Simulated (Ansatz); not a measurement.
Write the native input for Ansatz 0.2.0 that does the following.

```
Task                : relaxation of the atoms
Functional          : PBE
Potentials or basis : Ansatz PAW
Cutoff              : 420 eV (not typed: the program's choice for these potentials)
k mesh              : 9 × 9 × 5
Occupations         : fermi-dirac, width 0.05 eV
Spin                : no spin polarisation
```

The system is Pb.

```
Pb
1.0
     3.51480    0.00000    0.00000
    -1.75740    3.01377    0.00000
     0.00000    0.00000    5.59000
Pb
2
Direct
  0.66667 0.33333 0.75000
  0.33333 0.66667 0.25000
```

The cell isn't the ideal one: strained by +1 %.

The input as run:

input.yaml

```yaml
crystal:
  lattice:
    - [3.5148, 0.0, 0.0]
    - [-1.7574, 3.0137684052, 0.0]
    - [0.0, 0.0, 5.59]
  atoms:
    - { symbol: Pb, position: [0.6666666667, 0.3333333333, 0.75] }
    - { symbol: Pb, position: [0.3333333333, 0.6666666667, 0.25] }
hamiltonian:
  xc: pbe
  pseudopotentials: { kind: paw }
kpoints:
  mp_grid: { grid: [9, 9, 5] }
scf:
  occupations: { method: fermi_dirac, width: 0.05 }
output:
  forces: true
  stress: true
  eigenvalues: true
relax:
  f_tol: 0.01
  max_steps: 40
```

Potentials or basis: Ansatz PAW.

Command:

```console
$ ansatz run input.yaml --threads 2 --pin off --max-ram 5632MiB --backend cpu --events-out ev --progress --plain --runs-dir out
```

Results of the run:

```json
{
 "Energy gained by relaxing": "0.0 meV/atom",
 "Ionic steps": "2",
 "Pressure after relaxing": "3.7 GPa",
 "Band gap on the k mesh": "none (metal or under the smearing width)"
}
```

Caveat: the thresholds are loose for stress.

It took 1.4 s on 2 threads of AMD EPYC 9R45 96-Core Processor (Zen 5), on a shared host, peak memory 0.41 GiB.
